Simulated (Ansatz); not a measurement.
**ZrC (Fm-3m), a sublattice moved along a line**

Method: DFT PBE, scalar-relativistic, plane waves, PAW in Ansatz. Cutoff 420 eV, Γ-centred 18×18×18 k-points, Gaussian smearing of 0.15 eV. No spin polarisation. Energies are free energies at this smearing, counted from the undisturbed cell; pressure is positive in compression.

The starting cell (as given, not relaxed at this level; it stands at 1.2 GPa):

```xyz
2
Lattice="0.0000 2.3502 2.3502 2.3502 0.0000 2.3502 2.3502 2.3502 0.0000" Properties=species:S:1:pos:R:3 pbc="T T T"
Zr    2.3502    2.3502    2.3502
C     0.0000    0.0000    0.0000
```

Every Zr atom is moved by x along the Cartesian unit vector (0.707, -0.707, 0.000); the cell and all other atoms stay fixed.

```
  x (Å)  ΔE (meV/cell) force along x on the moved atoms (eV/Å) pressure (GPa) gap on the mesh (eV)
-0.3000          303.4                                     2.13             8.2                  0.21
-0.1500           74.9                                     0.98             2.9                  0.00
 0.0000            0.0                                     0.00             1.2                  0.00
 0.0375            4.9                                    -0.26             1.3                  0.00
 0.0750           19.3                                        ?             1.6                  0.00
 0.1125           42.6                                    -0.74             2.2                  0.00
 0.1875          116.3                                    -1.23               ?                  0.00
 0.2250          167.7                                    -1.51             5.1                  0.00
 0.2625          229.7                                    -1.80             6.5                  0.14
```

By symmetry 0.3000 repeats -0.3000, -0.2250 repeats 0.2250, 0.1500 repeats -0.1500, -0.0750 repeats 0.0750 in energy, with the opposite slope along the path.

Task: Give the withheld values.

Result: force along x on the moved atoms (eV/Å) at x (Å) = 0.0750: -0.50; pressure (GPa) at x (Å) = 0.1875: 3.9.